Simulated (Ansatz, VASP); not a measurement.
Two plane-wave programs on AlRu

Contents of INCAR:

```
SYSTEM = AlRu
PREC = Accurate
ENCUT = 520
EDIFF = 1E-6
ISMEAR = -1
SIGMA = 0.1
LREAL = .False.
LASPH = .True.
NELM = 100
ALGO = Normal
ISIF = 2
LWAVE = .False.
LCHARG = .False.
GGA = PE
NBANDS = 16
```

The input KPOINTS:

```
regular mesh
0
Gamma
  13 13 13
  0 0 0
```

POSCAR

```
AlRu
1.0
    2.7891262426      0.0000000000      0.0000000000
    0.0000000000      2.7891262426      0.0000000000
    0.0000000000      0.0000000000      2.7891262426
Ru Al
1 1
Direct
    0.0000000000      0.0000000000      0.0000000000
    0.5000000000      0.5000000000      0.5000000000
```

Input for Ansatz:

```yaml
crystal:
  lattice:
    - [2.7891262426, 0.0, 0.0]
    - [0.0, 2.7891262426, 0.0]
    - [0.0, 0.0, 2.7891262426]
  atoms:
    - { symbol: Ru, position: [0.0, 0.0, 0.0] }
    - { symbol: Al, position: [0.5, 0.5, 0.5] }
kpoints:
  mp_grid: { grid: [13, 13, 13] }
scf:
  occupations: { method: fermi_dirac, width: 0.1 }
hamiltonian:
  xc: pbe
  pseudopotentials: { kind: paw }
output:
  forces: true
  stress: true
  eigenvalues: true
  populations: true
```

Change from the starting cell: volume scaled by 0.8, PAW files.

Alike in both runs: task single point; functional PBE; k mesh 13 × 13 × 13; occupations fermi-dirac, width 0.1 eV; no spin polarisation.

```csv
,VASP,Ansatz
version,VASP 6.6.1,Ansatz 0.2.0
potentials or method,"VASP PAW PBE potentials, release 64 (Ru_pv, Al)","PAW with Ansatz's default frozen-core files, scalar-relativistic"
plane-wave cutoff (eV),520,420
valence electrons in the cell,17,19
```

```csv
,VASP,Ansatz,Ansatz less VASP
pressure (GPa),73.9,73.6,-0.26
```

The two sets of potentials don't hold the same shells in valence.

Caveats: the cell as given lies far from equilibrium; so large a pressure means that the cell lies far from this level's equilibrium, or that cutoff or potentials fall short (VASP).
